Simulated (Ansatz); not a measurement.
Runs of Ansatz 0.2.0 on Al2O3. Symmetry: Pnnm, No. 58, orthorhombic system. The conventional cell has a = 4.614 Å, b = 9.563 Å, c = 3.120 Å, α = 90.00°, β = 90.00°, γ = 90.00°. Around Al (site symmetry m) lie 4 O at 1.68 to 1.82 Å. O (site symmetry 2/m) is surrounded by 2 Al at 1.68 Å. Around O (site symmetry m) lie 3 Al at 1.82 Å. Measurements of this composition are mostly on another form, of space group No. 167.

```csv
task,level,cell,k mesh,points for each segment of the path,gap on the mesh (eV),pressure (GPa),largest force (eV/Å)
band structure,PBEsol,as given,5 × 3 × 7,10,3.43,-2.6,(a)
band structure,revPBE,as given,5 × 3 × 7,10,3.67,2.3,0.21
band structure,LDA,as given,5 × 3 × 7,10,(c),-6.5,(b)
band structure,RPBE,as given,5 × 3 × 7,10,(d),3.0,0.22
relaxation of cell and atoms,RPBE+D4,relaxed,6 × 3 × 9,-,3.70,0.0,-
```

Alike in all rows: potentials or basis Ansatz PAW; no spin polarisation; cutoff (eV) 420; smearing fermi-dirac 0.05 eV.

Q: Fill in the values left out.

A: (a) 0.17; (b) 0.20; (c) 3.36; (d) 3.69.

Caveats: the PAW data sets come from PBE, with cores solved anew for the run's functional, which leaves a small shift of forces and pressure; odd divisions of the mesh miss points on the zone boundary, where band edges often lie, so the gap on the mesh can be too wide (some runs); the plane-wave basis is chosen anew once the cell has moved, so the energies of steps on either side of that aren't comparable (some runs).

A k mesh can miss the band edges.

Runs at the PBE level aren't shown here.
